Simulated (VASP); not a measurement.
# InPd in VASP: a series of runs

Runs on InPd. Level: PBE. Tasks: single point, relaxation of the atoms.

Everything below comes from runs of VASP 6.6.1. Logs are shortened: lines on timing, memory, paths and dates and some standing lists are left out, and cuts for length are marked.

## Step 1: The structure

The cell holds a slab with vacuum, 6 atoms: a = 4.675 Å, b = 4.675 Å, c = 19.771 Å, α = 90.00°, β = 90.00°, γ = 120.00°.

## Step 2: Single point, PBE

Contents of INCAR:

```
ALGO = Normal
DIPOL = 0.5 0.5 0.500
EDIFF = 1E-6
ENCUT = 520
GGA = PE
ICORELEVEL = 1
IDIPOL = 3
ISIF = 2
ISMEAR = 1
KPAR = 2
LASPH = True
LCHARG = False
LDIPOL = True
LREAL = False
LVACPOTAV = True
LVHAR = True
LWAVE = False
NELM = 80
PREC = Accurate
SIGMA = 0.1
```

Contents of KPOINTS:

```
k-points
0
Gamma
  9 9 1
```

Contents of POSCAR:

```
InPd
1.0
    4.6745457500      0.0000000000      0.0000000000
   -2.3372728800      4.0482753700      0.0000000000
    0.0000000000      0.0000000000     19.7709382800
Pd In
3 3
Direct
    0.3333333300      0.6666666700      0.3793446700
    0.0000000000      0.0000000000      0.4758689300
    0.6666666700      0.3333333300      0.5723932000
    0.6666666700      0.3333333300      0.4276068000
    0.3333333300      0.6666666700      0.5241310700
    0.0000000000      0.0000000000      0.6206553300
```

Potentials or basis: VASP PAW PBE potentials, release 64 (Pd, In_d).

Started as:

```console
$ cat potpaw_PBE.64/Pd/POTCAR potpaw_PBE.64/In_d/POTCAR > POTCAR
$ mpirun -np 2 vasp_std > vasp.out
```

OUTCAR:

```text
EDIFF = 1E-6
   ENCUT = 520
   GGA = PE
   ISIF = 2
   ISMEAR = 1
   LASPH = True
   LREAL = False
   NELM = 80
   PREC = Accurate

 ion  position               nearest neighbor table
   1  0.333  0.667  0.379-   4 2.86   4 2.86   5 2.86   4 2.86   2 3.31   2 3.31   2 3.31
   2  0.000  0.000  0.476-   4 2.86   4 2.86   4 2.86   6 2.86   5 2.86   5 2.86   5 2.86   1 3.31
                             1 3.31   1 3.31   3 3.31   3 3.31   3 3.31
   3  0.667  0.333  0.572-   5 2.86   5 2.86   6 2.86   6 2.86   6 2.86   4 2.86   5 2.86   2 3.31
                             2 3.31   2 3.31
   4  0.667  0.333  0.428-   1 2.86   1 2.86   2 2.86   2 2.86   2 2.86   3 2.86   1 2.86   5 3.31
                             5 3.31   5 3.31
   5  0.333  0.667  0.524-   3 2.86   3 2.86   1 2.86   2 2.86   3 2.86   2 2.86   2 2.86   6 3.31
                             6 3.31   6 3.31   4 3.31   4 3.31   4 3.31
   6  0.000  0.000  0.621-   3 2.86   3 2.86   3 2.86   2 2.86   5 3.31   5 3.31   5 3.31

  LATTYP: Found a hexagonal cell.
 ALAT       =     4.6745457500
 C/A-ratio  =     4.2294886685

  Lattice vectors:

 A1 = (   4.6745457500,   0.0000000000,   0.0000000000)
 A2 = (  -2.3372728800,   4.0482753700,   0.0000000000)
 A3 = (   0.0000000000,   0.0000000000,  19.7709382800)

Analysis of symmetry for initial positions (statically):
=====================================================================
 Subroutine PRICEL returns:
 Original cell was already a primitive cell.

 Routine SETGRP: Setting up the symmetry group for a
 hexagonal supercell.

 Subroutine GETGRP returns: Found  6 space group operations
 (whereof  6 operations were pure point group operations)
 out of a pool of 24 trial point group operations.

The static configuration has the point symmetry C_3v.

Analysis of symmetry for dynamics (positions and initial velocities):
=====================================================================
 Subroutine PRICEL returns:
 Original cell was already a primitive cell.

 Routine SETGRP: Setting up the symmetry group for a
 hexagonal supercell.

 Subroutine GETGRP returns: Found  6 space group operations
 (whereof  6 operations were pure point group operations)
 out of a pool of 24 trial point group operations.

The dynamic configuration has the point symmetry C_3v.

 Subroutine INISYM returns: Found  6 space group operations
 (whereof  6 operations are pure point group operations),
 and found     1 'primitive' translations

----------------------------------------------------------------------------------------

                                     Primitive cell

  volume of cell :     374.1422

  direct lattice vectors                    reciprocal lattice vectors
     4.674545750  0.000000000  0.000000000     0.213924529  0.123509385  0.000000000
    -2.337272880  4.048275370  0.000000000     0.000000000  0.247018769  0.000000000
     0.000000000  0.000000000 19.770938280     0.000000000  0.000000000  0.050579289

  length of vectors
     4.674545750  4.674545752 19.770938280     0.247018769  0.247018769  0.050579289

  position of ions in fractional coordinates (direct lattice)
     0.333333330  0.666666670  0.379344670
     0.000000000  0.000000000  0.475868930
     0.666666670  0.333333330  0.572393200
     0.666666670  0.333333330  0.427606800
     0.333333330  0.666666670  0.524131070
     0.000000000  0.000000000  0.620655330

  ion indices of the primitive-cell ions
   primitive index   ion index
                 1           1
                 2           2
                 3           3
                 4           4
                 5           5
                 6           6

----------------------------------------------------------------------------------------

 KPOINTS: k-points

Automatic generation of k-mesh.
 Grid dimensions read from file:
 generate k-points for:    9    9    1

 Generating k-lattice:

  Cartesian coordinates                     Fractional coordinates (reciprocal lattice)
     0.023769392  0.013723265  0.000000000     0.111111111  0.000000000  0.000000000
     0.000000000  0.027446530  0.000000000     0.000000000  0.111111111  0.000000000
     0.000000000  0.000000000  0.050579289     0.000000000  0.000000000  1.000000000

  Length of vectors
     0.027446530  0.027446530  0.050579289

  Shift w.r.t. Gamma in fractional coordinates (k-lattice)
     0.000000000  0.000000000  0.000000000

 Subroutine IBZKPT returns following result:
 ===========================================

 Found     12 irreducible k-points:

 Following reciprocal coordinates:
            Coordinates               Weight
  0.000000  0.000000  0.000000      1.000000
  0.111111 -0.000000  0.000000      6.000000
  0.222222 -0.000000  0.000000      6.000000
  0.333333 -0.000000  0.000000      6.000000
  0.444444 -0.000000  0.000000      6.000000
  0.111111  0.111111  0.000000      6.000000
  0.222222  0.111111  0.000000     12.000000
  0.333333  0.111111  0.000000     12.000000
  0.444444  0.111111  0.000000      6.000000
  0.222222  0.222222  0.000000      6.000000
  0.333333  0.222222  0.000000     12.000000
  0.333333  0.333333  0.000000      2.000000
   k-points           NKPTS =     12   k-points in BZ     NKDIM =     12   number of bands    NBANDS=     41
   number of dos      NEDOS =    301   number of ions     NIONS =      6
   total plane-waves  NPLWV = 194400
   dimension x,y,z NGX =    36 NGY =   36 NGZ =  150
   dimension x,y,z NGXF=    72 NGYF=   72 NGZF=  300
   ions per type =               3   3
   NGX,Y,Z   is equivalent  to a cutoff of  12.80, 12.80, 12.61 a.u.
   NGXF,Y,Z  is equivalent  to a cutoff of  25.61, 25.61, 25.23 a.u.
 SYSTEM =  unknown system
   PREC   = accura    normal or accurate (medium, high low for compatibility)
   ISTART =      0    job   : 0-new  1-cont  2-samecut
   ICHARG =      2    charge: 1-file 2-atom 10-const
   ISPIN  =      1    spin polarized calculation?
   LNONCOLLINEAR =      F non collinear calculations
   LSORBIT =      F    spin-orbit coupling
   LASPH  =      T    aspherical Exc in radial PAW
   ENCUT  =  520.0 eV  38.22 Ry    6.18 a.u.   8.69  8.69 36.76*2*pi/ulx,y,z
   NELM   =     80;   NELMIN=  2; NELMDL= -5     # of ELM steps
   EDIFF  = 0.1E-05   stopping-criterion for ELM
   LREAL  =      F    real-space projection
   EDIFFG = 0.1E-04   stopping-criterion for IOM
   NSW    =      0    number of steps for IOM
   IBRION =     -1    ionic relax: 0-MD 1-quasi-New 2-CG
   NFREE  =      0    steps in history (QN), initial steepest desc. (CG)
   ISIF   =      2    stress and relaxation
   ISYM   =      2    0-nonsym 1-usesym 2-fastsym
   POTIM  = 0.5000    time-step for ionic-motion
   TEBEG  =    0.0;   TEEND  =   0.0 temperature during run
   PSTRESS=    0.0 pullay stress
   NELECT =      69.0000    total number of electrons
   NUPDOWN=      -1.0000    fix difference up-down
   EMIN   =  10.00;   EMAX   =-10.00  energy-range for DOS
   EFERMI =   0.00;   METHOD = LEGACY
   ISMEAR =     1;   SIGMA  =   0.10  broadening in eV -4-tet -1-fermi 0-gaus
   EFERMI_NEDOS =   21; number of points for ismear=-14 and -15
   IALGO  =     38    algorithm
   IMIX   =      4    mixing-type and parameters
     AMIX     =   0.40;   BMIX     =  1.00
     AMIX_MAG =   1.60;   BMIX_MAG =  1.00
  volume/ion in A,a.u.               =      62.36       420.81
  Fermi-wavevector in a.u.,A,eV,Ry     =   0.931849  1.760940 11.814522  0.868343
  Thomas-Fermi vector in A             =   2.058385
   LORBIT       =      0    0 simple, 1 ext, 2 COOP (PROOUT), +10 PAW based schemes
   GGA     = PE    functional components
   LHFCALC =     F    Hartree Fock is set to
   AEXX    =    0.0000 exact exchange contribution
   IVDW    =     0    specifies the selected vdW correction
   LEPSILON=     F    determine dielectric tensor
   LRPA    =     F    only Hartree local field effects (RPA)
 non-spin polarized calculation
 Methfessel and Paxton  Order N= 1 SIGMA  =   0.10
  energy-cutoff  :      520.00
  volume of cell :      374.14
 maximum number of plane-waves:     10099
 NGX is ok and might be reduce to    36
   NGX = 17   NGY = 17   NGZ = 73

 dipolmoment           0.000000      0.000000      0.132010 electrons x Angstroem

 number of electron      69.0000017 magnetization

 dipolmoment           0.000000      0.000000     -0.001404 electrons x Angstroem

 Free energy of the ion-electron system (eV)
  ---------------------------------------------------
  ext. energy  EPLUGINS =         0.00000000
  ---------------------------------------------------
  free energy    TOTEN  =       -23.81964496 eV

  energy without entropy =      -23.81046455  energy(sigma->0) =      -23.81658482

 the core state eigenenergies are
   1-  1s -24159.7202  2s  -3525.9840  2p  -3160.7420  3s   -634.4835  3p   -514.4803
       3d   -324.0110  4s    -83.7012  4p    -49.4728
   2-  1s -24160.5354  2s  -3526.8480  2p  -3161.6035  3s   -635.3082  3p   -515.3051
       3d   -324.8427  4s    -84.4416  4p    -50.1909
   3-  1s -24160.7031  2s  -3527.0185  2p  -3161.7750  3s   -635.4542  3p   -515.4512
       3d   -324.9916  4s    -84.5396  4p    -50.2796
   4-  1s -27743.6946  2s  -4150.1942  2p  -3724.1771  3s   -784.1367  3p   -644.6913
       3d   -428.3603  4s   -115.4411  4p    -73.9163
   5-  1s -27743.8168  2s  -4150.3238  2p  -3724.3056  3s   -784.2760  3p   -644.8304
       3d   -428.4988  4s   -115.5967  4p    -74.0738
   6-  1s -27743.7278  2s  -4150.2260  2p  -3724.2105  3s   -784.1540  3p   -644.7088
       3d   -428.3792  4s   -115.4400  4p    -73.9147

 E-fermi :  -0.2546     XC(G=0):  -4.5086

 val. band max:       -0.2713573493   @ k =   0.2222  -0.0000   0.0000
 cond. band min:      -0.2419500947   @ k =   0.4444  -0.0000   0.0000
 fundamental gap:      0.0294072546
 Fermi energy:        -0.2546386139

 k-point     1 :       0.0000    0.0000    0.0000
  band No.  band energies     occupation
      1     -14.7705      2.00000
      2     -14.7705      2.00000
      3     -14.7066      2.00000
      4     -14.7019      2.00000
      5     -14.7019      2.00000
      6     -14.5089      2.00000
[... 517 lines left out ...]
     40       4.1171      0.00000
     41       4.8777      0.00000

------------------------ aborting loop because EDIFF is reached ----------------------------------------

  FORCE on cell =-STRESS in cart. coord.  units (eV):
  Direction    XX          YY          ZZ          XY          YZ          ZX
  --------------------------------------------------------------------------------------
  -------------------------------------------------------------------------------------
  Total       -4.8941961     -4.8941961     -1.9901724      0.0000000     -0.0000000      0.0000000
  in kB      -20.9582592    -20.9582592     -8.5224517      0.0000000     -0.0000000      0.0000000
  external PRESSURE =     -16.8129900 kB  Pullay stress =       0.0000000 kB

 VOLUME and BASIS-vectors are now :
 -----------------------------------------------------------------------------
  energy-cutoff  :      520.00
  volume of cell :      374.14
      direct lattice vectors                 reciprocal lattice vectors
     4.674545750  0.000000000  0.000000000     0.213924529  0.123509385  0.000000000
    -2.337272880  4.048275370  0.000000000     0.000000000  0.247018769  0.000000000
     0.000000000  0.000000000 19.770938280     0.000000000  0.000000000  0.050579289

 POSITION                                       TOTAL-FORCE (eV/Angst)
 -----------------------------------------------------------------------------------
     -0.00000      2.69885      7.50000         0.000000     -0.000000      1.280955
      0.00000      0.00000      9.40838         0.000000     -0.000000     -0.355801
      2.33727      1.34943     11.31675        -0.000000      0.000000     -0.192902
      2.33727      1.34943      8.45419        -0.000000      0.000000     -0.745378
     -0.00000      2.69885     10.36256        -0.000000      0.000000     -0.067710
      0.00000      0.00000     12.27094         0.000000     -0.000000      0.080835
 -----------------------------------------------------------------------------------
    total drift:                                0.000001     -0.000001     -0.003538

  FREE ENERGIE OF THE ION-ELECTRON SYSTEM (eV)
  ---------------------------------------------------
  free  energy   TOTEN  =       -23.8196449562 eV

  energy  without entropy=      -23.8104645465  energy(sigma->0) =      -23.81658482

 vacuum level on the upper side and lower side of the slab         4.106         4.120
```

Wall time 2.4 min (2 MPI ranks of Intel Xeon Platinum 8488C (Sapphire Rapids), shared host); peak memory 0.5 GiB.

Results:

```
Free energy                     : -23.8196 eV
Largest force                   : 1.281 eV/Å
Band gap on the k mesh          : none (metal or under the smearing width)
Work function of the upper face : 4.36 eV
Work function of the lower face : 4.37 eV
```

Forces in eV/Å, atoms in the order of the input:
```
Pd   0.000  0.000  1.281
Pd   0.000  0.000 -0.356
Pd   0.000  0.000 -0.193
In   0.000  0.000 -0.745
In   0.000  0.000 -0.068
In   0.000  0.000  0.081
```

Core levels (eV, on the scale of the bands):
```csv
atom,levels
1 Pd,"1s -24159.7, 2s -3526.0, 2p -3160.7, 3s -634.5, 3p -514.5, 3d -324.0, 4s -83.7, 4p -49.5"
2 Pd,"1s -24160.5, 2s -3526.8, 2p -3161.6, 3s -635.3, 3p -515.3, 3d -324.8, 4s -84.4, 4p -50.2"
3 Pd,"1s -24160.7, 2s -3527.0, 2p -3161.8, 3s -635.5, 3p -515.5, 3d -325.0, 4s -84.5, 4p -50.3"
4 In,"1s -27743.7, 2s -4150.2, 2p -3724.2, 3s -784.1, 3p -644.7, 3d -428.4, 4s -115.4, 4p -73.9"
5 In,"1s -27743.8, 2s -4150.3, 2p -3724.3, 3s -784.3, 3p -644.8, 3d -428.5, 4s -115.6, 4p -74.1"
6 In,"1s -27743.7, 2s -4150.2, 2p -3724.2, 3s -784.2, 3p -644.7, 3d -428.4, 4s -115.4, 4p -73.9"
```

[end of part 1 of 2]
